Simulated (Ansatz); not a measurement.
# Si (Fd-3m) in Ansatz: band structure with HSEsol

Aim: the band structure of Si with HSEsol.

All numbers are computed with Ansatz 0.2.0; they aren't measurements. Logs are shortened: lines on timing, memory, paths and dates and some standing lists are left out, and cuts for length are marked.

## (1) The crystal as given

The structure is cubic, space group Fd-3m (No. 227). The conventional cell has a = 5.444 Å, b = 5.444 Å, c = 5.444 Å, α = 90.00°, β = 90.00°, γ = 90.00°. Si (site symmetry -43m) has 4 Si at 2.36 Å as nearest neighbours.

## (2) Band structure, HSEsol

input.yaml

```yaml
crystal:
  lattice:
    - [0.0, 2.7218511865, 2.7218511865]
    - [2.7218511865, 0.0, 2.7218511865]
    - [2.7218511865, 2.7218511865, 0.0]
  atoms:
    - { symbol: Si, position: [0.5, 0.5, 0.5] }
    - { symbol: Si, position: [0.75, 0.75, 0.75] }
hamiltonian:
  xc:
    exchange: hjs_pbesol
    correlation: pbesol
    exx: { coeff: 0.25, omega: 0.207 }
  pseudopotentials: { kind: paw }
kpoints:
  mp_grid: { grid: [4, 4, 4] }
  band_path:
    path:
      - [[0.0, 0.0, 0.0], [0.5, 0.0, 0.5], [0.5, 0.25, 0.75], [0.375, 0.375, 0.75], [0.0, 0.0, 0.0], [0.5, 0.5, 0.5], [0.625, 0.25, 0.625], [0.5, 0.25, 0.75], [0.5, 0.5, 0.5], [0.375, 0.375, 0.75]]
      - [[0.625, 0.25, 0.625], [0.5, 0.0, 0.5]]
    npoints: 4
scf:
  occupations: { method: fermi_dirac, width: 0.05 }
  n_extra_bands: 6
output:
  forces: true
  stress: true
  eigenvalues: true
  fatbands: false
  write_density: true
  write_potential: true
  elf: true
  volumetric_format: npy
```

Potentials or basis: Ansatz PAW.

Run with:

```sh
> ansatz run input.yaml --threads 2 --pin off --max-ram 5632MiB --backend cpu --events-out ev --progress --plain --runs-dir out
```

Log:

```text
Warning: output.stress: scf.convergence.dr2_threshold = 1e-7 eV (the SCF's general default) is looser than the 2e-10 eV advised for a printed stress (1e-10 eV for each atom of the cell: 2). What an SCF threshold leaves in a stress goes as its square root, and in the free energy as the threshold itself, and one threshold admits the most on a small cell: of the crystals measured, under no hybrid functional and no lock of the moments, on runs that ended without the residual-converged pass, on stresses that held no estimate of that error, the worst erred by over 100 MPa in a component at 1e-7 eV an atom and by under 5 at 1e-10. Set scf.convergence.dr2_threshold to 2e-10 eV or tighter. The threshold is an SCF's pass mark: one that does not reach it within its budget of iterations ends unconverged, or closes short of it on a stop that the run arms, and scf.convergence.dr2_threshold's page says what that costs each kind of run
Warning: output.stress: scf.exx.energy_threshold = 1e-6 eV is looser than the 2e-8 eV advised for a stress under a hybrid functional (1e-8 eV for each atom of the cell: 2). Every SCF of the exchange loop can meet its threshold on dr2 while the loop round them stops early: no threshold on dr2 bounds what that leaves in the stress. Set scf.exx.energy_threshold to 2e-8 eV or tighter. The threshold is the loop's pass mark: a loop that does not reach it within its budget of cycles ends unconverged, and scf.exx.energy_threshold's page has the law
Warning: RAYON_NUM_THREADS=2 ignored (pool sized by the plan → 2); use --threads N
scf.n_extra_bands = 6 over 4 filled bands (N_el = 8.0): the run solves 10 bands
Engine: ansatz 0.2.0, x86_64-unknown-linux-gnu
Pseudopotentials: kind: paw
Pseudopotential: Si, paw, valence charge 4, recommended cutoff 420 eV (normal), Si.paw.azcp
Functional definition: unnamed
  parameter a_1 = 0.25
  parameter omega_1 = 0.207/angstrom
  exchange = pbe_x(mu = 0.12345679012345678) + (-a_1)*hjs_pbesol_x_sr(omega_1) + a_1*exact_x_sr(omega_1)
  correlation = pbe_c(beta = 0.046)
Crystal: 2 atoms, lattice volume = 40.330 Å³
Basis set: ecut = 420 eV, 749 PW (Γ), exchange–correlation on 54×54×54 points (8 copies of the dense FFT grid, shifted against one another)
Bands: 10, of which v1, the nominal top of the filled ones, is band 4 counted from 1 (3 counted from 0)
Symmetry: 48 space group operations
Space group: Fd-3m (ITA 227), of the structure as read, at distance tolerance 3.4e-5 Å
k-points: 8 of 64
Non-local potential: Si, projectors of the file, l = 0: 2, l = 1: 2, l = 2: 2
PAW form: soft (Blöchl's): semilocal exchange-correlation on the pseudo side does not see the compensation charge
PAW frozen core: Si, regenerated for the run's functional, and the local potential with it (the file was generated under x = pbe(κ = 0.804, μ = 0.2195149727645171), c = pbe(β = 0.06672455060314922))
PAW one-centre angular grid: Si, 110 points (default); XC on 64 Gauss nodes
Initial density: superposition of atomic densities (neutral atoms: chi_scale 0, normalization atom), corrected by the library's trained network
Initial wavefunctions: pseudopotential atomic-orbital guess
Functional: x = pbesol(κ = 0.804, μ = 0.12345679012345678), c = pbesol(β = 0.046), warm-up for x = hjs_pbesol + 0.25 (exact − hjs_pbesol) at short range (ω = 0.207 Å⁻¹), c = pbesol(β = 0.046)
SCF iter   1: F=—  HF=-1242.779364 eV  |F-HF|=—  |Δ(HF+E_count)|=         —  Δρ=8.39e-4  dr2=1.35e-4  ethr=1.77e-3  ⟨swp⟩=8.2  Hψ=420  notcnv=0
preconditioner: auto → none  [insulator: Δε(μ)=0.575 eV  Ē_g=11.017 eV  σ=0.050 eV  W_gap=0.99  n_scr=8 (ndim 8)  ℏωp=16.5 eV  f_vac=0.000  D(μ)=0.02/eV (n_scr^D=0)]
SCF iter   2: F=-1242.779442 eV  HF=-1242.779423 eV  |F-HF|=1.86e-5  |Δ(HF+E_count)|=   5.93e-5  Δρ=4.05e-4  dr2=2.33e-5  ethr=1.68e-6  ⟨swp⟩=3.8  Hψ=174  notcnv=0  defer=3
SCF 1 stopped early in 2 iterations: F = -1242.779442 eV  dr2 = 2.33e-5
Initial density: handed on by an earlier stage of this run
Initial wavefunctions: those handed on with the density
Functional: x = hjs_pbesol + 0.25 (exact − hjs_pbesol) at short range (ω = 0.207 Å⁻¹), c = pbesol(β = 0.046)
Exchange kernel: α = 0.2500, screened, ω = 0.2070 Å⁻¹, Wigner–Seitz truncation, v(0) = 1028.7611 eV·Å³, q-mesh 4×4×4, nearest image of the exchange supercell L = 15.40 Å, pair-density grid 20×20×20, without the augmentation charges, whose exchange is taken in its separable form by FFT convolution over the k-point mesh (sized by the pseudopotential files, 24×24×24 at the most), smooth part of the exact exchange by density-matrix convolution
Frozen-core exchange: fock
SCF iter   1: F=—  HF=-1252.306081 eV  |F-HF|=—  |Δ(HF+E_count)|=         —  Δρ=3.16e-3  dr2=2.76e-3  ethr=2.91e-6  ⟨swp⟩=6.4  Hψ=382  notcnv=0
preconditioner: auto → none  [insulator: Δε(μ)=1.212 eV  Ē_g=12.477 eV  σ=0.050 eV  W_gap=1.00  n_scr=8 (ndim 8)  ℏωp=16.5 eV  f_vac=0.000  D(μ)=0.00/eV (n_scr^D=0)]
SCF iter   2: F=—  HF=-1252.305121 eV  |F-HF|=—  |Δ(HF+E_count)|=   9.60e-4  Δρ=1.44e-3  dr2=8.98e-4  ethr=2.91e-6  ⟨swp⟩=2.9  Hψ=125  notcnv=0
SCF iter   3: F=—  HF=-1252.307593 eV  |F-HF|=—  |Δ(HF+E_count)|=   2.47e-3  Δρ=4.43e-4  dr2=8.32e-5  ethr=2.91e-6  ⟨swp⟩=3.6  Hψ=145  notcnv=0
iter 4 solved again at ethr=2.20e-9 eV; its pass at ethr=7.76e-7 eV (dr2=1.76e-7 eV) is discarded
SCF iter   4: F=—  HF=-1252.307568 eV  |F-HF|=—  |Δ(HF+E_count)|=   2.51e-5  Δρ=3.06e-5  dr2=4.38e-6  ethr=2.20e-9  ⟨swp⟩=4.2  Hψ=337  notcnv=0
eigensolver tolerance schedule: the retry pair's looser diagonalisation over-reported the residual by 0.24 of it (diagonalisation noise at 0.24 of the residual, at the tolerance the schedule requests for it); recorded, not acted on — ethr = c·dr2/N_el stays at c = 1.0e-1
SCF iter   5: F=-1252.307596 eV  HF=-1252.307597 eV  |F-HF|=6.57e-7  |Δ(HF+E_count)|=   2.92e-5  Δρ=5.66e-5  dr2=1.26e-6  ethr=1.78e-9  ⟨swp⟩=4.8  Hψ=197  notcnv=0
SCF 2 stopped early in 5 iterations: F = -1252.307596 eV  dr2 = 1.26e-6
hybrid outer 1: dexx = +3.036e-3 eV, tail = 3.37e-6 eV
Exchange kernel: α = 0.2500, screened, ω = 0.2070 Å⁻¹, Wigner–Seitz truncation, v(0) = 1028.7611 eV·Å³, q-mesh 4×4×4, nearest image of the exchange supercell L = 15.40 Å, pair-density grid 20×20×20, without the augmentation charges, whose exchange is taken in its separable form by FFT convolution over the k-point mesh (sized by the pseudopotential files, 24×24×24 at the most), smooth part of the exact exchange by density-matrix convolution
Frozen-core exchange: fock
SCF iter   1: F=—  HF=-1252.307573 eV  |F-HF|=—  |Δ(HF+E_count)|=         —  Δρ=1.15e-5  dr2=3.43e-8  ethr=2.11e-7  ⟨swp⟩=3.5  Hψ=179  notcnv=0
preconditioner: auto → none  [insulator: Δε(μ)=1.247 eV  Ē_g=12.484 eV  σ=0.050 eV  W_gap=1.00  n_scr=8 (ndim 8)  ℏωp=16.5 eV  f_vac=0.000  D(μ)=0.00/eV (n_scr^D=0)]
SCF iter   2: F=-1252.307573 eV  HF=-1252.307573 eV  |F-HF|=2.88e-10  |Δ(HF+E_count)|=   1.05e-9  Δρ=5.27e-6  dr2=5.47e-9  ethr=4.06e-10  ⟨swp⟩=3.5  Hψ=145  notcnv=0
SCF 3 converged in 2 iterations: F = -1252.307573 eV  dr2 = 5.47e-9
  Residual-converged pass: ⟨swp⟩=3.0  Hψ=130  notcnv=0  max |occ|·‖R‖ = 2.3e-6 eV (tolerance 2.4e-6 eV)  dr2=5.50e-9  dr2_onsite=1.01e-10  max |Δocc| = 1.1e-13
hybrid outer 2: dexx = +1.816e-8 eV, tail = 1.13e-8 eV, Δε = 7.81e-4 eV (about 8.55e-5 eV left of the loop's levels)
NSCF: frozen V_eff on 42 k-points
hybrid SCF converged: 2 outer / 7 inner (+2 warm-up), last move |dexx| = 1.82e-8 eV, tail = 1.13e-8 eV
Stability not checked: this state was not tested for a lower state beside it, because the functional holds exact exchange (a hybrid, or Hartree-Fock), whose exchange loop this test does not read (fock_operator; see scf.lower_state_search)
Free energy (F): -1252.307573 eV
Frozen-core exchange: fock
Harris-Foulkes:  -1252.307573 eV  (|F-HF|=2.88e-10)
Internal energy: -1252.307572 eV  (E = F + TS)
E sigma→0 (E₀):  -1252.307572 eV
Entropy (-TS):   -0.000001 eV (-0.000 meV/atom)
Fermi energy:    6.394559 eV
--- Per-component energies (eV) ---
  E_band       = 2.034336
  E_kinetic    = 81.194671
  E_local      = -54.840994  (includes V_loc(G=0)·N_el)
  E_nonlocal   = 50.836418
  E_hartree    = 15.184907
  E_xc         = -89.351305
  E_vxc        = -76.457488  (∫ρ·V_xc dr)
  E_exx        = -11.197065  (= α·E_x^exact, valence–valence)
  E_paw        = -1016.079741  (= ΣΔE_a)
  E_vpaw       = -6.673755  (= ΣTr[D̂ρ^β])
  E_aug_tail   = 0.000012  (compensation charges beyond the density's cutoff)
  E_ewald      = -227.985960
  E_core_change = -0.068515  (= ΣΔE_core)
  E_smearing   = -0.000001  (= −TS)
  E_closure    = 0.000000  (closes the sum)
  Σ components = -1252.307573   (vs F -1252.307573, Δ=2.27e-13)
--- Forces (eV/Å), atoms counted from 1 ---
  atom   1  Si    -0.00000000    -0.00000000    -0.00000000
  atom   2  Si    -0.00000000     0.00000000    -0.00000000
  max |Σ_I F_I| component: 3.89e-16 eV/Å
--- Stress (GPa, compression-positive) ---
       -0.876128      -0.000000       0.000000
       -0.000000      -0.876128      -0.000000
        0.000000       0.000000      -0.876128
  P = ⅓ Tr σ = -0.8761 GPa (-8.761 kbar)
--- Band table (eV; the first three rows and the last of 8) ---
  k-point 0: bands = ["-7.4389", "5.7886", "5.7886", "5.7886", "9.0970", "9.0970", "9.0970", "10.0121", "14.4006", "14.5425"]
  k-point 1: bands = ["-6.5556", "1.5191", "4.9801", "4.9801", "8.5075", "10.0926", "10.0926", "13.6731", "13.9386", "13.9386"]
  k-point 2: bands = ["-4.8550", "-1.8929", "4.4842", "4.4842", "7.9821", "9.8978", "9.8978", "14.2583", "17.5230", "17.5230"]
  k-point 7: bands = ["-2.6551", "-2.6551", "1.6140", "1.6140", "10.7751", "10.7751", "11.7053", "11.7053", "17.6094", "17.6094"]
```

It took 4.3 min on 2 threads of Intel Xeon at 2.50GHz (Skylake/Cascade Lake), shared host; peak memory 0.44 GiB.

Results:

```yaml
Free_energy: -1252.3076 eV
Pressure: -0.9 GPa
Band_gap_on_the_k_mesh: 1.25 eV, indirect (least direct gap 3.31 eV)
Band_gap_along_the_path: 1.15 eV, indirect (least direct gap 3.31 eV)
```

Levels at the corners of the path, in eV from the valence-band top:
```tsv
point	band 1	band 2	band 3	band 4	band 5	band 6	band 7	band 8
Γ	-13.23	0.00	0.00	0.00	3.31	3.31	3.31	4.22
X	-8.63	-8.63	-3.12	-3.12	1.25	1.25	11.39	11.39
W	-8.44	-8.44	-4.17	-4.17	4.99	4.99	5.92	5.92
K	-9.09	-7.97	-4.67	-2.64	1.78	4.88	8.57	9.04
Γ	-13.23	0.00	0.00	0.00	3.31	3.31	3.31	4.22
L	-10.64	-7.68	-1.30	-1.30	2.19	4.11	4.11	8.47
U	-9.09	-7.97	-4.67	-2.64	1.78	4.88	8.57	9.04
W	-8.44	-8.44	-4.17	-4.17	4.99	4.99	5.92	5.92
L	-10.64	-7.68	-1.30	-1.30	2.19	4.11	4.11	8.47
K	-9.09	-7.97	-4.67	-2.64	1.78	4.88	8.57	9.04
U	-9.09	-7.97	-4.67	-2.64	1.78	4.88	8.57	9.04
X	-8.63	-8.63	-3.12	-3.12	1.25	1.25	11.39	11.39
```

Caveat: the k mesh is coarse (spacing up to 0.50 Å⁻¹), so the values aren't converged, least of all with exact exchange; the k mesh misses the band edges, so the gap on the mesh is wider than the one along the path; the PAW data sets come from PBE, with cores solved anew for the run's functional, which leaves a small shift of forces and pressure; the thresholds are loose for stress.
